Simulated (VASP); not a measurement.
# Al, nudged elastic band: which settings are enough?

Al, slab, 13 atoms in the cell. PBE, nudged elastic band; PAW potentials Al (PBE set). VASP 6.6.1.

Wanted: barrier within 0.02 eV.

Path: Al hops from a hollow site to the next hollow site of Al(100); Moving images: 3.

The series start from Cutoff ENCUT (eV): 250; k mesh: 3 × 3 × 1; SCF threshold EDIFF (eV): 1e-5; PREC: Normal; LREAL: no. Each series keeps the choices made before it, and each single choice may use up half of a tolerance. Times cover all steps of a run.

## Cutoff ENCUT (eV)

| Cutoff ENCUT (eV) | Barrier (eV) | Time (s) |
|---|---|---|
| 200 | 0.734 | 183 |
| 250 | 0.738 | 276 |
| 300 | 0.742 | 335 |
| 350 | 0.745 | 350 |
| 400 (reference) | 0.744 | 446 |

## k mesh

| k mesh | Barrier (eV) | Time (s) |
|---|---|---|
| 2 × 2 × 1 | 0.924 | 166 |
| 3 × 3 × 1 | 0.738 | 276 |
| 4 × 4 × 1 (reference) | 0.766 | 222 |

## SCF threshold EDIFF (eV)

| SCF threshold EDIFF (eV) | Barrier (eV) | Time (s) |
|---|---|---|
| 0.001 | 0.766 | 146 |
| 0.0001 | 0.767 | 196 |
| 1e-5 | 0.766 | 222 |
| 1e-6 (reference) | 0.766 | 321 |

## PREC

| PREC | Barrier (eV) | Time (s) |
|---|---|---|
| Normal | 0.766 | 146 |
| Accurate | 0.767 | 256 |

## LREAL

| LREAL | Barrier (eV) | Time (s) |
|---|---|---|
| no | 0.766 | 146 |
| Auto | 0.766 | 117 |

## Question

The rows run from the loosest to the tightest (no order: PREC, LREAL). For each series: choose the loosest value from which every tighter one stays within half of the tolerance; where there is no order, keep the first row unless others stay within half of the tolerance and take at least 30 % less time, and then take the fastest.

## Answer

- Cutoff ENCUT (eV): 250
- k mesh: 4 × 4 × 1, the tightest run, since the next looser one is off by more than half of the tolerance (convergence isn't shown beyond it)
- SCF threshold EDIFF (eV): 0.001
- PREC: Normal
- LREAL: no

## All choices together

| Input | Barrier (eV) | Time (s) |
|---|---|---|
| chosen settings | 0.766 | 146 |
| reference settings throughout | 0.771 | 574 |

The chosen settings stay within the tolerance of the reference run, but the reference itself isn't shown to be converged in: k mesh.

## The input

INCAR.step1:
```
ALGO = Normal ; EDIFF = 0.001
EDIFFG = -0.02 ; ENCUT = 250
IBRION = 2 ; ISIF = 2
ISMEAR = 1 ; KPAR = 3
LASPH = True ; LCHARG = False
LREAL = False ; LWAVE = False
NELM = 100 ; NSW = 100
POTIM = 0.5 ; PREC = Normal
SIGMA = 0.1
```

INCAR.step3:
```
ALGO = Normal ; EDIFF = 0.001
EDIFFG = -0.05 ; ENCUT = 250
IBRION = 1 ; IMAGES = 3
ISMEAR = 1 ; LASPH = True
LCHARG = False ; LREAL = False
LWAVE = False ; NELM = 100
NSW = 200 ; POTIM = 0.3
PREC = Normal ; SIGMA = 0.1
SPRING = -5
```

KPOINTS:
```
Automatic mesh
0
Gamma
  4 4 1
  0 0 0
```

00/POSCAR:
```
Al
1.0
    5.7270133843      0.0000000000      0.0000000000
    0.0000000000      5.7270133843      0.0000000000
    0.0000000000      0.0000000000     19.2196100000
Al
13
Selective dynamics
Direct
    0.0000000000      0.0000000000      0.3121811525  F F F
    0.5000000000      0.0000000000      0.3121811525  F F F
    0.0000000000      0.5000000000      0.3121811525  F F F
    0.5000000000      0.5000000000      0.3121811525  F F F
    0.2500000000      0.2500000000      0.4175438628  T T T
    0.7500000000      0.2500000000      0.4139248844  T T T
    0.2500000000      0.7500000000      0.4139248844  T T T
    0.7500000000      0.7500000000      0.4086712573  T T T
    0.9880095363      0.9880095363      0.5136632824  T T T
    0.5119904637      0.9880095363      0.5136632824  T T T
    0.9880095363      0.5119904637      0.5136632824  T T T
    0.5119904637      0.5119904637      0.5136632824  T T T
    0.2500000000      0.2500000000      0.5963550985  T T T
```

01/POSCAR:
```
Al
1.0
    5.7270133843      0.0000000000      0.0000000000
    0.0000000000      5.7270133843      0.0000000000
    0.0000000000      0.0000000000     19.2196100000
Al
13
Selective dynamics
Direct
    0.0000000000      0.0000000000      0.3121811525  F F F
    0.5000000000      0.0000000000      0.3121811525  F F F
    0.0000000000      0.5000000000      0.3121811525  F F F
    0.5000000000      0.5000000000      0.3121811525  F F F
    0.2499663982      0.2500040766      0.4162482040  T T T
    0.7506827033      0.2500034889      0.4147101148  T T T
    0.2492374016      0.7499761222      0.4121573047  T T T
    0.7514271424      0.7499854436      0.4097040015  T T T
    0.9970544241      0.9900571146      0.5143911682  T T T
    0.5109274220      0.9801155133      0.5108046062  T T T
    0.9970545439      0.5099431676      0.5143909858  T T T
    0.5109268239      0.5198840148      0.5108047221  T T T
    0.3738144704      0.2500330434      0.6020847958  T T T
```

02/POSCAR:
```
Al
1.0
    5.7270133843      0.0000000000      0.0000000000
    0.0000000000      5.7270133843      0.0000000000
    0.0000000000      0.0000000000     19.2196100000
Al
13
Selective dynamics
Direct
    0.0000000000      0.0000000000      0.3121811525  F F F
    0.5000000000      0.0000000000      0.3121811525  F F F
    0.0000000000      0.5000000000      0.3121811525  F F F
    0.5000000000      0.5000000000      0.3121811525  F F F
    0.2496007961      0.2499949153      0.4152903782  T T T
    0.7505822836      0.2500049366      0.4155905818  T T T
    0.2484087320      0.7499843555      0.4104719239  T T T
    0.7517250856      0.7500161033      0.4108416782  T T T
    1.0061726603      0.9891825941      0.5141281649  T T T
    0.4968834953      0.9766180296      0.5093321941  T T T
    1.0061729163      0.5108174312      0.5141281581  T T T
    0.4968830711      0.5233819889      0.5093321896  T T T
    0.4990399741      0.2499996843      0.6063116838  T T T
```

03/POSCAR:
```
Al
1.0
    5.7270133843      0.0000000000      0.0000000000
    0.0000000000      5.7270133843      0.0000000000
    0.0000000000      0.0000000000     19.2196100000
Al
13
Selective dynamics
Direct
    0.0000000000      0.0000000000      0.3121811525  F F F
    0.5000000000      0.0000000000      0.3121811525  F F F
    0.0000000000      0.5000000000      0.3121811525  F F F
    0.5000000000      0.5000000000      0.3121811525  F F F
    0.2493288867      0.2500035904      0.4146936751  T T T
    0.7500461071      0.2500039814      0.4162680369  T T T
    0.2485825359      0.7499859112      0.4096802723  T T T
    0.7507728323      0.7499755401      0.4121814218  T T T
    1.0035781323      0.9900575935      0.5143914833  T T T
    0.4887632229      0.9801182374      0.5108060067  T T T
    1.0035780091      0.5099426665      0.5143913007  T T T
    0.4887640048      0.5198810100      0.5108062263  T T T
    0.6260387380      0.2500322895      0.6020797230  T T T
```

04/POSCAR:
```
Al
1.0
    5.7270133843      0.0000000000      0.0000000000
    0.0000000000      5.7270133843      0.0000000000
    0.0000000000      0.0000000000     19.2196100000
Al
13
Selective dynamics
Direct
    0.0000000000      0.0000000000      0.3121811525  F F F
    0.5000000000      0.0000000000      0.3121811525  F F F
    0.0000000000      0.5000000000      0.3121811525  F F F
    0.5000000000      0.5000000000      0.3121811525  F F F
    0.2500000000      0.2500000000      0.4139283366  T T T
    0.7500000000      0.2500000000      0.4175486747  T T T
    0.2500000000      0.7500000000      0.4086678819  T T T
    0.7500000000      0.7500000000      0.4139283366  T T T
    1.0120010424      0.9879989576      0.5136633431  T T T
    0.4879989576      0.9879989576      0.5136633431  T T T
    1.0120010424      0.5120010424      0.5136633431  T T T
    0.4879989576      0.5120010424      0.5136633431  T T T
    0.7500000000      0.2500000000      0.5963472701  T T T
```

POSCAR.step1:
```
Al
1.0
    5.7270133843      0.0000000000      0.0000000000
    0.0000000000      5.7270133843      0.0000000000
    0.0000000000      0.0000000000     19.2196100000
Al
13
Selective dynamics
Direct
    0.0000000000      0.0000000000      0.3121811525  F F F
    0.5000000000      0.0000000000      0.3121811525  F F F
    0.0000000000      0.5000000000      0.3121811525  F F F
    0.5000000000      0.5000000000      0.3121811525  F F F
    0.2500000000      0.2500000000      0.4175321456  T T T
    0.7500000000      0.2500000000      0.4175321456  T T T
    0.2500000000      0.7500000000      0.4175321456  T T T
    0.7500000000      0.7500000000      0.4175321456  T T T
    0.0000000000      0.0000000000      0.5228831386  T T T
    0.5000000000      0.0000000000      0.5228831386  T T T
    0.0000000000      0.5000000000      0.5228831386  T T T
    0.5000000000      0.5000000000      0.5228831386  T T T
    0.2500000000      0.2500000000      0.5871283392  T T T
```

POSCAR.step2:
```
Al
1.0
    5.7270133843      0.0000000000      0.0000000000
    0.0000000000      5.7270133843      0.0000000000
    0.0000000000      0.0000000000     19.2196100000
Al
13
Selective dynamics
Direct
    0.0000000000      0.0000000000      0.3121811525  F F F
    0.5000000000      0.0000000000      0.3121811525  F F F
    0.0000000000      0.5000000000      0.3121811525  F F F
    0.5000000000      0.5000000000      0.3121811525  F F F
    0.2500000000      0.2500000000      0.4175321456  T T T
    0.7500000000      0.2500000000      0.4175321456  T T T
    0.2500000000      0.7500000000      0.4175321456  T T T
    0.7500000000      0.7500000000      0.4175321456  T T T
    0.0000000000      0.0000000000      0.5228831386  T T T
    0.5000000000      0.0000000000      0.5228831386  T T T
    0.0000000000      0.5000000000      0.5228831386  T T T
    0.5000000000      0.5000000000      0.5228831386  T T T
   -0.2500000000      0.2500000000      0.5871283392  T T T
```

Commands (each step's output is kept before the next begins):
```
cat potpaw_PBE.64/Al/POTCAR > POTCAR
cp INCAR.step1 INCAR
cp POSCAR.step1 POSCAR
mpirun -np 3 vasp_std > vasp.out
cp POSCAR.step2 POSCAR
mpirun -np 3 vasp_std > vasp.out
# 00 and 04 hold the relaxed ends; the images between are interpolated (pair-distance (IDPP))
cp INCAR.step3 INCAR
mpirun -np 3 vasp_std > vasp.out
```

Limits: the slab is thin and the surface cell small, so the value carries both errors.

The chosen input took VASP 6.6.1 146 s on 3 cores (Intel Xeon 6975P-C (Granite Rapids)), a shared host.
